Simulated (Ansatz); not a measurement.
# Pb (P6_3/mmc) in Ansatz: notebook

The runs below take Pb through single point, equation of state, with PBEsol.

All numbers are computed with Ansatz 0.2.0; they aren't measurements. Logs are shortened: lines on timing, memory, paths and dates and some standing lists are left out, and cuts for length are marked.

### 1 Starting point

Symmetry: P6_3/mmc, No. 194, hexagonal system. The conventional cell has a = 3.480 Å, b = 3.480 Å, c = 5.590 Å, α = 90.00°, β = 90.00°, γ = 120.00°. Pb (site symmetry -6m2) has 12 Pb at 3.44 to 3.48 Å as nearest neighbours.

This isn't the form of Pb at room conditions, which is fcc.

### 2 Single point, PBEsol, 27.55 Å³/atom (volume scaled by 0.94)

File input.yaml:

```yaml
crystal:
  lattice:
    - [3.4089596583, 0.0, 0.0]
    - [-1.7044798292, 2.9522456646, 0.0]
    - [0.0, 0.0, 5.4758863477]
  atoms:
    - { symbol: Pb, position: [0.6666666667, 0.3333333333, 0.75] }
    - { symbol: Pb, position: [0.3333333333, 0.6666666667, 0.25] }
kpoints:
  mp_grid: { grid: [9, 9, 5] }
scf:
  occupations: { method: fermi_dirac, width: 0.05 }
hamiltonian:
  xc: pbesol
  pseudopotentials: { kind: all_electron, lapw: { basis_error: 0.001 } }
output:
  forces: true
  stress: true
  eigenvalues: true
```

Potentials or basis: all-electron LAPW, scalar-relativistic.

Started as:

```console
> ansatz run input.yaml --threads 1 --pin off --max-ram 3072MiB --backend cpu --events-out ev --progress --plain --runs-dir out
```

The program printed:

```text
Warning: RAYON_NUM_THREADS=1 ignored (pool sized by the plan → 1); use --threads N
LAPW: plane waves up to 6.677 Å⁻¹, error target 1.0e-3 eV per atom; small_component_spin mean_spin; Pb in spheres of 1.686 Å, 36 of its electrons in bands, Dirac shells [] (how accurate: hamiltonian.pseudopotentials.lapw.basis_error, Limitations)
Engine: ansatz 0.2.0, x86_64-unknown-linux-gnu
Pseudopotentials: kind: all_electron
Pseudopotential: Pb, LAPW, valence charge 36, lapw/all_electron/scalar/gaussian/Pb, Koelling and Harmon's equation, gaussian nucleus
Functional definition: PBEsol
  exchange = pbesol_x
  correlation = pbesol_c
Crystal: 2 atoms, lattice volume = 55.110 Å³
Basis set: ecut = 169.86030637356703 eV, 287 PW (Γ), exchange–correlation at level 2
Bands: 44, of which v1, the nominal top of the filled ones, is band 36 counted from 1 (35 counted from 0)
Symmetry: 24 space group operations
Space group: P63/mmc (ITA 194), of the structure as read, at distance tolerance 3.8e-5 Å
k-points: 36 of 405
Non-local potential: Pb, projectors of the file, none
Initial density: superposition of atomic densities (chi_scale 0.1, normalization cell)
Initial wavefunctions: plane waves of lowest kinetic energy (no species holds an atomic orbital)
Functional: x = pbesol(κ = 0.804, μ = 0.12345679012345678), c = pbesol(β = 0.046)
iter 1 solved again at ethr=9.57e-6 eV; its pass at ethr=1.00e-1 eV (dr2=6.89e-3 eV) is discarded
SCF iter   1: F=—  HF=-1135830.247613 eV  |F-HF|=—  |Δ(HF+E_count)|=         —  Δρ=3.88e-3  dr2=6.93e-3  ethr=9.57e-6  ⟨swp⟩=3.8  Hψ=10437  notcnv=0
preconditioner: auto → LDOS  [insulator: Δε(μ)=0.172 eV  Ē_g=20.156 eV  σ=0.050 eV  W_gap=0.63  n_scr=22 (ndim 8)  ℏωp=26.5 eV  f_vac=0.013  D(μ)=0.92/eV (n_scr^D=2)  ε∞_Penn≈2.7  β→1.0]
iter 2 solved again at ethr=3.49e-7 eV; its pass at ethr=9.57e-6 eV (dr2=2.51e-4 eV) is discarded
SCF iter   2: F=—  HF=-1135830.237450 eV  |F-HF|=—  |Δ(HF+E_count)|=   1.02e-2  Δρ=8.74e-4  dr2=2.51e-4  ethr=3.49e-7  ⟨swp⟩=2.0  Hψ=8191  notcnv=0
SCF iter   3: F=—  HF=-1135830.212750 eV  |F-HF|=—  |Δ(HF+E_count)|=   2.47e-2  Δρ=6.38e-4  dr2=1.44e-4  ethr=3.49e-7  ⟨swp⟩=3.0  Hψ=5165  notcnv=0
SCF iter   4: F=—  HF=-1135830.211803 eV  |F-HF|=—  |Δ(HF+E_count)|=   9.47e-4  Δρ=2.40e-4  dr2=2.02e-5  ethr=1.99e-7  ⟨swp⟩=2.0  Hψ=4652  notcnv=0
SCF iter   5: F=—  HF=-1135830.211796 eV  |F-HF|=—  |Δ(HF+E_count)|=   6.89e-6  Δρ=6.46e-5  dr2=1.45e-6  ethr=2.81e-8  ⟨swp⟩=2.0  Hψ=4652  notcnv=0
SCF iter   6: F=-1135830.211798 eV  HF=-1135830.211798 eV  |F-HF|=1.02e-8  |Δ(HF+E_count)|=   1.39e-6  Δρ=6.14e-6  dr2=1.54e-8  ethr=2.02e-9  ⟨swp⟩=2.0  Hψ=4652  notcnv=0
SCF 1 converged in 6 iterations: F = -1135830.211798 eV  dr2 = 1.54e-8
SCF converged after 6 iterations
Free energy (F): -1135830.211798 eV
Harris-Foulkes:  -1135830.211798 eV  (|F-HF|=1.02e-8)
Internal energy: -1135830.203282 eV  (E = F + TS)
E sigma→0 (E₀):  -1135830.207540 eV
Entropy (-TS):   -0.008515 eV (-4.258 meV/atom)
Fermi energy:    17.403035 eV
--- Per-component energies (eV) ---
  E_band       = -4265.578577
  E_kinetic    = 1309468.656413
  E_xc         = -20856.897050
  E_electrostatic = -2424441.962646  (all electrons and nuclei)
  E_smearing   = -0.008515  (= −TS)
  E_closure    = 0.000000  (closes the sum)
  E_atoms      = -1135822.357311  (free atoms, spherical and without spin; not in F)
  Σ components = -1135830.211798   (vs F -1135830.211798, Δ=0.00e0)
  Basis errors (estimates in eV, not in F): energy 2.1e-4 per atom: plane waves 2.1e-4 (1.0e-4 summed), levels above the bands 1.7e-106, relativity 1.8e-8, radial functions 6.8e-6, core shells 3.8e-9; eigenvalues (radial functions only) 1.6e-5; not estimated: angular momenta, meshes, grids; target (lapw.basis_error) 1.0e-3; muffin-tin radii Pb 1.686 Å
--- Forces (eV/Å), atoms counted from 1 ---
  atom   1  Pb     0.00000000     0.00000000     0.00000000
  atom   2  Pb    -0.00000000    -0.00000000    -0.00000000
  max |Σ_I F_I| component: 1.16e-18 eV/Å
--- Stress (GPa, compression-positive) ---
        3.107650       0.000000       0.000000
        0.000000       3.107650       0.000000
        0.000000       0.000000       8.034854
  P = ⅓ Tr σ = 4.7501 GPa (47.501 kbar)
--- Band table (eV; the first three rows and the last of 36) ---
  k-point 0: bands = ["-122.2125", "-122.2124", "-111.2626", "-111.2626", "-111.2626", "-111.2626", "-111.2572", "-111.2572", "-111.2572", "-111.2572", "-111.2537", "-111.2537", "-111.2537", "-111.2537", "-111.2525", "-111.2525", "-64.0025", "-64.0025", "-64.0014", "-64.0014", "-63.9879", "-63.9820", "0.2869", "0.3614", "0.3642", "0.3642", "0.3954", "0.3954", "0.4566", "0.4566", "0.6928", "0.6928", "4.9861", "9.3810", "12.7793", "23.3493", "23.3493", "25.3971", "25.3971", "26.1371", "26.5440", "26.5460", "29.0956", "30.3462"]
  k-point 1: bands = ["-122.2125", "-122.2124", "-111.2626", "-111.2626", "-111.2626", "-111.2626", "-111.2572", "-111.2572", "-111.2572", "-111.2572", "-111.2537", "-111.2537", "-111.2537", "-111.2537", "-111.2525", "-111.2525", "-64.0023", "-64.0023", "-64.0015", "-64.0015", "-63.9873", "-63.9825", "0.2977", "0.3460", "0.3460", "0.3589", "0.3823", "0.3823", "0.5004", "0.5004", "0.6804", "0.6804", "5.2045", "8.3867", "14.2222", "23.5240", "23.5240", "23.7603", "25.1951", "25.1951", "26.5880", "26.6118", "28.7163", "29.7145"]
  k-point 2: bands = ["-122.2125", "-122.2125", "-111.2626", "-111.2626", "-111.2626", "-111.2626", "-111.2572", "-111.2572", "-111.2572", "-111.2572", "-111.2537", "-111.2537", "-111.2537", "-111.2537", "-111.2525", "-111.2525", "-64.0021", "-64.0021", "-64.0017", "-64.0017", "-63.9858", "-63.9840", "0.3229", "0.3377", "0.3377", "0.3468", "0.3551", "0.3551", "0.5756", "0.5756", "0.6408", "0.6408", "5.8652", "6.9609", "16.9831", "20.2549", "24.0067", "24.0067", "24.6522", "24.6522", "26.6901", "26.7244", "28.3860", "28.7334"]
  k-point 35: bands = ["-122.2124", "-122.2124", "-111.2626", "-111.2626", "-111.2626", "-111.2626", "-111.2572", "-111.2572", "-111.2572", "-111.2572", "-111.2537", "-111.2537", "-111.2537", "-111.2537", "-111.2525", "-111.2525", "-64.0049", "-64.0047", "-64.0047", "-64.0044", "-63.9844", "-63.9844", "0.2981", "0.2981", "0.3718", "0.4918", "0.5041", "0.5041", "0.5299", "0.5320", "0.6997", "0.6997", "10.4157", "10.4157", "14.7305", "14.7305", "15.2090", "16.2831", "22.4647", "22.4647", "25.5611", "27.7393", "27.7393", "28.1932"]
```

Run time: 21 s. Hardware: 1 thread of Intel Xeon at 2.50GHz (Skylake/Cascade Lake), shared host; peak memory 0.34 GiB.

What came out:

```yaml
Free_energy: -1135830.2118 eV
Pressure: 4.8 GPa
Band_gap_on_the_k_mesh: none (metal or under the smearing width)
```

### 3 Single point, PBEsol, 28.14 Å³/atom (volume scaled by 0.96)

input.yaml, as its differences from that of step 2:

```diff
@@ -2,5 +2,5 @@
   lattice:
-    - [3.4089596583, 0.0, 0.0]
-    - [-1.7044798292, 2.9522456646, 0.0]
-    - [0.0, 0.0, 5.4758863477]
+    - [3.4329672075, 0.0, 0.0]
+    - [-1.7164836037, 2.9730368121, 0.0]
+    - [0.0, 0.0, 5.5144501982]
   atoms:
```

Potentials or basis: all-electron LAPW, scalar-relativistic.

Started as:

```console
> ansatz run input.yaml --threads 1 --pin off --max-ram 3072MiB --backend cpu --events-out ev --progress --plain --runs-dir out
```

Run time: 21 s. Hardware: 1 thread of Intel Xeon at 2.50GHz (Skylake/Cascade Lake), shared host; peak memory 0.34 GiB.

The run converged. Its results:

```
Free energy            : -1135830.2414 eV
Pressure               : 3.4 GPa
Band gap on the k mesh : none (metal or under the smearing width)
```

### 4 Single point, PBEsol, 28.73 Å³/atom (volume scaled by 0.98)

input.yaml, as its differences from that of step 3:

```diff
@@ -2,5 +2,5 @@
   lattice:
-    - [3.4329672075, 0.0, 0.0]
-    - [-1.7164836037, 2.9730368121, 0.0]
-    - [0.0, 0.0, 5.5144501982]
+    - [3.4566435916, 0.0, 0.0]
+    - [-1.7283217958, 2.9935411621, 0.0]
+    - [0.0, 0.0, 5.552482091]
   atoms:
```

Started as:

```console
> ansatz run input.yaml --threads 1 --pin off --max-ram 3072MiB --backend cpu --events-out ev --progress --plain --runs-dir out
```

It took 21 s on 1 thread of Intel Xeon at 2.50GHz (Skylake/Cascade Lake), shared host; peak memory 0.34 GiB.

Results (log left out):

| Property | Result |
| --- | --- |
| Free energy | -1135830.2614 eV |
| Pressure | 2.1 GPa |
| Band gap on the k mesh | none (metal or under the smearing width) |

### 5 Single point, PBEsol, 29.31 Å³/atom

input.yaml, as its differences from that of step 4:

```diff
@@ -2,5 +2,5 @@
   lattice:
-    - [3.4566435916, 0.0, 0.0]
-    - [-1.7283217958, 2.9935411621, 0.0]
-    - [0.0, 0.0, 5.552482091]
+    - [3.48, 0.0, 0.0]
+    - [-1.74, 3.0137684052, 0.0]
+    - [0.0, 0.0, 5.59]
   atoms:
```

Started as:

```console
> ansatz run input.yaml --threads 1 --pin off --max-ram 3072MiB --backend cpu --events-out ev --progress --plain --runs-dir out
```

Run time: 22 s. Hardware: 1 thread of Intel Xeon at 2.50GHz (Skylake/Cascade Lake), shared host; peak memory 0.34 GiB.

The run converged. Its results:

```
Free energy            : -1135830.2731 eV
Pressure               : 1.1 GPa
Band gap on the k mesh : none (metal or under the smearing width)
```

### 6 Single point, PBEsol, 29.90 Å³/atom (volume scaled by 1.02)

input.yaml, as its differences from that of step 5:

```diff
@@ -2,5 +2,5 @@
   lattice:
-    - [3.48, 0.0, 0.0]
-    - [-1.74, 3.0137684052, 0.0]
-    - [0.0, 0.0, 5.59]
+    - [3.5030470293, 0.0, 0.0]
+    - [-1.7515235146, 3.033727718, 0.0]
+    - [0.0, 0.0, 5.6270209464]
   atoms:
```

Potentials or basis: all-electron LAPW, scalar-relativistic.

Started as:

```console
> ansatz run input.yaml --threads 1 --pin off --max-ram 3072MiB --backend cpu --events-out ev --progress --plain --runs-dir out
```

Run time: 23 s. Hardware: 1 thread of Intel Xeon at 2.50GHz (Skylake/Cascade Lake), shared host; peak memory 0.34 GiB.

It converged, with:

```yaml
Free_energy: -1135830.2773 eV
Pressure: 0.1 GPa
Band_gap_on_the_k_mesh: none (metal or under the smearing width)
```

### 7 Single point, PBEsol, 30.49 Å³/atom (volume scaled by 1.04)

input.yaml, as its differences from that of step 6:

```diff
@@ -2,5 +2,5 @@
   lattice:
-    - [3.5030470293, 0.0, 0.0]
-    - [-1.7515235146, 3.033727718, 0.0]
-    - [0.0, 0.0, 5.6270209464]
+    - [3.5257947253, 0.0, 0.0]
+    - [-1.7628973626, 3.0534278007, 0.0]
+    - [0.0, 0.0, 5.6635610674]
   atoms:
```

Started as:

```console
> ansatz run input.yaml --threads 1 --pin off --max-ram 3072MiB --backend cpu --events-out ev --progress --plain --runs-dir out
```

It took 22 s on 1 thread of Intel Xeon at 2.50GHz (Skylake/Cascade Lake), shared host; peak memory 0.34 GiB.

It converged, with:

```
Free energy            : -1135830.2751 eV
Pressure               : -0.7 GPa
Band gap on the k mesh : none (metal or under the smearing width)
```

### 8 Single point, PBEsol, 31.07 Å³/atom (volume scaled by 1.06)

input.yaml, as its differences from that of step 7:

```diff
@@ -2,5 +2,5 @@
   lattice:
-    - [3.5257947253, 0.0, 0.0]
-    - [-1.7628973626, 3.0534278007, 0.0]
-    - [0.0, 0.0, 5.6635610674]
+    - [3.548252622, 0.0, 0.0]
+    - [-1.774126311, 3.0728769098, 0.0]
+    - [0.0, 0.0, 5.6996356773]
   atoms:
```

Started as:

```console
> ansatz run input.yaml --threads 1 --pin off --max-ram 3072MiB --backend cpu --events-out ev --progress --plain --runs-dir out
```

Run time: 22 s. Hardware: 1 thread of Intel Xeon at 2.50GHz (Skylake/Cascade Lake), shared host; peak memory 0.34 GiB.

Results (log left out):

| Property | Result |
| --- | --- |
| Free energy | -1135830.2670 eV |
| Pressure | -1.5 GPa |
| Band gap on the k mesh | none (metal or under the smearing width) |

### 9 Equation of state, PBEsol

Potentials or basis: all-electron LAPW, scalar-relativistic.

This step only gathers the single runs of the series.

What came out:

```
Equilibrium volume                        : 29.98 Å³/atom
Bulk modulus at fixed shape and positions : 45 GPa
Pressure derivative of the bulk modulus   : 5.5
```

Energy against volume, from the lowest point:
| volume (Å³/atom) | energy (meV/atom) |
| --- | --- |
| 27.555 | 32.77 |
| 28.141 | 17.97 |
| 28.727 | 7.94 |
| 29.314 | 2.12 |
| 29.900 | 0.00 |
| 30.486 | 1.13 |
| 31.073 | 5.14 |

Caveat: the cell was scaled at fixed shape and fractional positions, which overstates the stiffness of a crystal with free parameters, most of all of layers and chains. The run has no spin-orbit coupling, so splittings on Pb are missing.
